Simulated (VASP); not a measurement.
Method: PBE GGA, VASP's PBE PAW potentials (set 64) (plane waves; VASP). Each cell was relaxed at this level, without spin-orbit coupling.

Task: Which of these comes out without a gap?
A. CaSe, Fm-3m (225)
B. HfN, Fm-3m (225)
C. TlBr, Pm-3m (221)
D. CsCl, Pm-3m (221)

Result: B, HfN, Fm-3m (225). The others have gaps of 1.99 eV (TlBr, Pm-3m (221)), 4.99 eV (CsCl, Pm-3m (221)), 2.08 eV (CaSe, Fm-3m (225)).
